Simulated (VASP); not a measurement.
# PbSe (Fm-3m) in VASP: band structure with PBE

Aim: the band structure of PbSe with PBE.

All numbers are computed with VASP 6.6.1; they aren't measurements. Logs are shortened: lines on timing, memory, paths and dates and some standing lists are left out, and cuts for length are marked.

## 1. Starting point

Symmetry: Fm-3m, No. 225, cubic system. The conventional cell has a = 6.121 Å, b = 6.121 Å, c = 6.121 Å, α = 90.00°, β = 90.00°, γ = 90.00°. Pb (site symmetry m-3m) is surrounded by 6 Se at 3.06 Å. Se (site symmetry m-3m) is surrounded by 6 Pb at 3.06 Å.

## 2. Band structure, PBE, non-collinear spin, zero start, spin-orbit coupling

File POSCAR:

```
PbSe
1.0
    0.0000000000      3.0606500000      3.0606500000
    3.0606500000      0.0000000000      3.0606500000
    3.0606500000      3.0606500000      0.0000000000
Pb Se
1 1
Direct
    0.0000000000      0.0000000000      0.0000000000
    0.5000000000      0.5000000000      0.5000000000
```

File INCAR.step1:

```
PREC = Accurate
ENCUT = 520
EDIFF = 1E-6
ISMEAR = 0
SIGMA = 0.02
LREAL = F
LASPH = T
NELM = 100
ALGO = Normal
ISIF = 2
LWAVE = F
LCHARG = T
MAGMOM = 0 0 0 0 0 0
LORBIT = 11
LSORBIT = T
GGA_COMPAT = F
GGA = PE
```

File KPOINTS.step1:

```
regular mesh
0
Gamma
  10 10 10
```

File INCAR.step2:

```
PREC = Accurate
ENCUT = 520
EDIFF = 1E-6
ISMEAR = 0
SIGMA = 0.05
LREAL = F
LASPH = T
NELM = 100
ALGO = Normal
ISIF = 2
LWAVE = F
LCHARG = F
MAGMOM = 0 0 0 0 0 0
LORBIT = 11
LSORBIT = T
GGA_COMPAT = F
GGA = PE
ICHARG = 11
```

File KPOINTS.step2:

```
path GXWKGLUWLK,UX
10
line-mode
reciprocal
 0.0000000000  0.0000000000  0.0000000000  G
 0.5000000000  0.0000000000  0.5000000000  X

 0.5000000000  0.0000000000  0.5000000000  X
 0.5000000000  0.2500000000  0.7500000000  W

 0.5000000000  0.2500000000  0.7500000000  W
 0.3750000000  0.3750000000  0.7500000000  K

 0.3750000000  0.3750000000  0.7500000000  K
 0.0000000000  0.0000000000  0.0000000000  G

 0.0000000000  0.0000000000  0.0000000000  G
 0.5000000000  0.5000000000  0.5000000000  L

 0.5000000000  0.5000000000  0.5000000000  L
 0.6250000000  0.2500000000  0.6250000000  U

 0.6250000000  0.2500000000  0.6250000000  U
 0.5000000000  0.2500000000  0.7500000000  W

 0.5000000000  0.2500000000  0.7500000000  W
 0.5000000000  0.5000000000  0.5000000000  L

 0.5000000000  0.5000000000  0.5000000000  L
 0.3750000000  0.3750000000  0.7500000000  K

 0.6250000000  0.2500000000  0.6250000000  U
 0.5000000000  0.0000000000  0.5000000000  X
```

Potentials or basis: VASP PAW PBE potentials, release 64 (Pb_d, Se).

Run with:

```bash
cat potpaw_PBE.64/Pb_d/POTCAR potpaw_PBE.64/Se/POTCAR > POTCAR
cp INCAR.step1 INCAR
cp KPOINTS.step1 KPOINTS
mpirun -np 1 vasp_ncl > vasp.out
cp INCAR.step2 INCAR
cp KPOINTS.step2 KPOINTS
mpirun -np 1 vasp_ncl > vasp.out
```

OUTCAR:

```text
PREC = Accurate
   ENCUT = 520
   EDIFF = 1E-6
   ISMEAR = 0
   LREAL = F
   LASPH = T
   NELM = 100
   ISIF = 2
   LORBIT = 11
   LSORBIT = T
   GGA = PE
   ICHARG = 11

 ion  position               nearest neighbor table
   1  0.000  0.000  0.000-   2 3.06   2 3.06   2 3.06   2 3.06   2 3.06   2 3.06
   2  0.500  0.500  0.500-   1 3.06   1 3.06   1 3.06   1 3.06   1 3.06   1 3.06

  LATTYP: Found a face centered cubic cell.
 ALAT       =     6.1213000000

  Lattice vectors:

 A1 = (   0.0000000000,   3.0606500000,   3.0606500000)
 A2 = (   3.0606500000,   0.0000000000,   3.0606500000)
 A3 = (   3.0606500000,   3.0606500000,   0.0000000000)

Analysis of symmetry for initial positions (statically):
=====================================================================
 Subroutine PRICEL returns:
 Original cell was already a primitive cell.

 Routine SETGRP: Setting up the symmetry group for a
 face centered cubic supercell.

 Subroutine GETGRP returns: Found 48 space group operations
 (whereof 48 operations were pure point group operations)
 out of a pool of 48 trial point group operations.

The static configuration has the point symmetry O_h .

Analysis of symmetry for dynamics (positions and initial velocities):
=====================================================================
 Subroutine PRICEL returns:
 Original cell was already a primitive cell.

 Routine SETGRP: Setting up the symmetry group for a
 face centered cubic supercell.

 Subroutine GETGRP returns: Found 48 space group operations
 (whereof 48 operations were pure point group operations)
 out of a pool of 48 trial point group operations.

The dynamic configuration has the point symmetry O_h .

Analysis of structural, dynamic, and magnetic symmetry:
=====================================================================
 Subroutine PRICEL returns:
 Original cell was already a primitive cell.

 Routine SETGRP: Setting up the symmetry group for a
 face centered cubic supercell.

 Subroutine GETGRP returns: Found 48 space group operations
 (whereof 48 operations were pure point group operations)
 out of a pool of 48 trial point group operations.

The overall configuration has the point symmetry O_h .

 Subroutine INISYM returns: Found 48 space group operations
 (whereof 48 operations are pure point group operations),
 and found     1 'primitive' translations

----------------------------------------------------------------------------------------

                                     Primitive cell

  volume of cell :      57.3418

  direct lattice vectors                    reciprocal lattice vectors
     0.000000000  3.060650000  3.060650000    -0.163363991  0.163363991  0.163363991
     3.060650000  0.000000000  3.060650000     0.163363991 -0.163363991  0.163363991
     3.060650000  3.060650000  0.000000000     0.163363991  0.163363991 -0.163363991

  length of vectors
     4.328412740  4.328412740  4.328412740     0.282954733  0.282954733  0.282954733

  position of ions in fractional coordinates (direct lattice)
     0.000000000  0.000000000  0.000000000
     0.500000000  0.500000000  0.500000000

  ion indices of the primitive-cell ions
   primitive index   ion index
                 1           1
                 2           2

----------------------------------------------------------------------------------------

 KPOINTS: path GXWKGLUWLK,UX

Interpolating k-points between supplied coordinates.

 Line segments in fractional coordinates (reciprocal lattice):
    0.000000  0.000000  0.000000  ...  0.500000  0.000000  0.500000
[... 68 lines left out ...]
   NELECT =      20.0000    total number of electrons
   NUPDOWN=      -1.0000    fix difference up-down
   EMIN   =  10.00;   EMAX   =-10.00  energy-range for DOS
   EFERMI =   0.00;   METHOD = LEGACY
   ISMEAR =     0;   SIGMA  =   0.05  broadening in eV -4-tet -1-fermi 0-gaus
   EFERMI_NEDOS =   21; number of points for ismear=-14 and -15
   IALGO  =     38    algorithm
   IMIX   =      4    mixing-type and parameters
     AMIX     =   0.40;   BMIX     =  1.00
     AMIX_MAG =   1.60;   BMIX_MAG =  1.00
  volume/ion in A,a.u.               =      28.67       193.48
  Fermi-wavevector in a.u.,A,eV,Ry     =   1.152377  2.177676 18.068159  1.327972
  Thomas-Fermi vector in A             =   2.289028
   LORBIT       =     11    0 simple, 1 ext, 2 COOP (PROOUT), +10 PAW based schemes
   GGA     = PE    functional components
   LHFCALC =     F    Hartree Fock is set to
   AEXX    =    0.0000 exact exchange contribution
   IVDW    =     0    specifies the selected vdW correction
   LEPSILON=     F    determine dielectric tensor
   LRPA    =     F    only Hartree local field effects (RPA)
 Gauss-broadening in eV      SIGMA  =   0.05
  energy-cutoff  :      520.00
  volume of cell :       57.34
 maximum number of plane-waves:      3144

 number of electron      20.0000000 magnetization       0.0000000     -0.0000000      0.0000000

 Free energy of the ion-electron system (eV)
  ---------------------------------------------------
  ext. energy  EPLUGINS =         0.00000000
  ---------------------------------------------------
  free energy    TOTEN  =        -9.59413285 eV

  energy without entropy =       -9.59326408  energy(sigma->0) =       -9.59369846

 E-fermi :   5.0123     XC(G=0):  -9.5270

 val. band max:        4.9634809825   @ k =   0.5000   0.5000   0.5000
 cond. band min:       5.0611849967   @ k =   0.5000   0.5000   0.5000
 fundamental gap:      0.0977040142
 Fermi energy:         5.0123329898

 k-point     1 :       0.0000    0.0000    0.0000
  band No.  band energies     occupation
      1     -13.2248      1.00000
      2     -13.2248      1.00000
      3     -13.2248      1.00000
      4     -13.2248      1.00000
      5     -10.6720      1.00000
      6     -10.6720      1.00000
[... 733 lines left out ...]
     27      12.0194      0.00000
     28      12.0194      0.00000

 [... further k-points ...]

------------------------ aborting loop because EDIFF is reached ----------------------------------------

  FORCE on cell =-STRESS in cart. coord.  units (eV):
  Direction    XX          YY          ZZ          XY          YZ          ZX
  --------------------------------------------------------------------------------------
  -------------------------------------------------------------------------------------
  Total       -0.9702829     -0.9702829     -0.9702829     -0.0000000      0.0000000     -0.0000000
  in kB      -27.1105257    -27.1105257    -27.1105257     -0.0000000      0.0000000     -0.0000000
  external PRESSURE =     -27.1105257 kB  Pullay stress =       0.0000000 kB

 VOLUME and BASIS-vectors are now :
 -----------------------------------------------------------------------------
  energy-cutoff  :      520.00
  volume of cell :       57.34
      direct lattice vectors                 reciprocal lattice vectors
     0.000000000  3.060650000  3.060650000    -0.163363991  0.163363991  0.163363991
     3.060650000  0.000000000  3.060650000     0.163363991 -0.163363991  0.163363991
     3.060650000  3.060650000  0.000000000     0.163363991  0.163363991 -0.163363991

 POSITION                                       TOTAL-FORCE (eV/Angst)
 -----------------------------------------------------------------------------------
      0.00000      0.00000      0.00000         0.000000      0.000000      0.000000
      3.06065      3.06065      3.06065         0.000000     -0.000000      0.000000
 -----------------------------------------------------------------------------------
    total drift:                               -0.000000      0.000000     -0.000000

  FREE ENERGIE OF THE ION-ELECTRON SYSTEM (eV)
  ---------------------------------------------------
  free  energy   TOTEN  =        -9.5941328469 eV

  energy  without entropy=       -9.5932640779  energy(sigma->0) =       -9.59369846

 Spin-Orbit-Coupling matrix elements

 Ion:    1  E_soc:     -0.8878780
 l=   1
     0.0000000    -0.0808878    -0.0808878
    -0.0808878     0.0000000    -0.0808878
    -0.0808878    -0.0808878     0.0000000
 l=   2
     0.0000000    -0.0134934     0.0000000    -0.0134934    -0.0535985
    -0.0134934     0.0000000    -0.0401989    -0.0134934    -0.0133996
     0.0000000    -0.0401989     0.0000000    -0.0401989     0.0000000
    -0.0134934    -0.0134934    -0.0401989     0.0000000    -0.0133996
    -0.0535985    -0.0133996     0.0000000    -0.0133996     0.0000000
 l=   3
     0.0000000     0.0000000     0.0000000     0.0000000     0.0000000     0.0000000     0.0000000
     0.0000000     0.0000000     0.0000000     0.0000000     0.0000000     0.0000000     0.0000000
     0.0000000     0.0000000     0.0000000     0.0000000     0.0000000     0.0000000     0.0000000
     0.0000000     0.0000000     0.0000000     0.0000000     0.0000000     0.0000000     0.0000000
     0.0000000     0.0000000     0.0000000     0.0000000     0.0000000     0.0000000     0.0000000
     0.0000000     0.0000000     0.0000000     0.0000000     0.0000000     0.0000000     0.0000000
     0.0000000     0.0000000     0.0000000     0.0000000     0.0000000     0.0000000     0.0000000

 Ion:    2  E_soc:     -0.0429954
 l=   1
     0.0000000    -0.0071892    -0.0071892
    -0.0071892     0.0000000    -0.0071892
    -0.0071892    -0.0071892     0.0000000
 l=   2
     0.0000000    -0.0000046     0.0000000    -0.0000046     0.0000280
    -0.0000046     0.0000000     0.0000210    -0.0000046     0.0000070
     0.0000000     0.0000210     0.0000000     0.0000210     0.0000000
    -0.0000046    -0.0000046     0.0000210     0.0000000     0.0000070
     0.0000280     0.0000070     0.0000000     0.0000070     0.0000000
 l=   3
     0.0000000     0.0000000     0.0000000     0.0000000     0.0000000     0.0000000     0.0000000
     0.0000000     0.0000000     0.0000000     0.0000000     0.0000000     0.0000000     0.0000000
     0.0000000     0.0000000     0.0000000     0.0000000     0.0000000     0.0000000     0.0000000
     0.0000000     0.0000000     0.0000000     0.0000000     0.0000000     0.0000000     0.0000000
     0.0000000     0.0000000     0.0000000     0.0000000     0.0000000     0.0000000     0.0000000
     0.0000000     0.0000000     0.0000000     0.0000000     0.0000000     0.0000000     0.0000000
     0.0000000     0.0000000     0.0000000     0.0000000     0.0000000     0.0000000     0.0000000

 total charge

# of ion       s       p       d       tot
------------------------------------------
    1        1.445   0.597   9.836  11.878
    2        1.481   2.267   0.017   3.766
--------------------------------------------------
tot          2.926   2.865   9.853  15.644

 magnetization (x)

# of ion       s       p       d       tot
------------------------------------------
    1        0.000  -0.000   0.000   0.000
    2       -0.000  -0.000  -0.000  -0.000
--------------------------------------------------
tot          0.000  -0.000   0.000   0.000

 magnetization (y)

# of ion       s       p       d       tot
------------------------------------------
    1        0.000   0.000  -0.000   0.000
    2       -0.000   0.000  -0.000  -0.000
--------------------------------------------------
tot          0.000   0.000  -0.000   0.000

 magnetization (z)

# of ion       s       p       d       tot
------------------------------------------
    1       -0.000   0.000  -0.000  -0.000
    2       -0.000  -0.000  -0.000  -0.000
--------------------------------------------------
tot         -0.000  -0.000  -0.000  -0.000
```

Run time: 2.2 min. Hardware: 1 thread of Intel Xeon 6975P-C (Granite Rapids), shared host; peak memory 0.44 GiB.

What came out:

```
Net moment : 0.00 μB per cell
```

Moments on the atoms (μB; x, y, z):
```
Pb  0.00 0.00 0.00
Se  0.00 0.00 0.00
```

Caveat: the log is that of the step along the path at fixed density, whose energy, stress, charges and moments have no meaning.
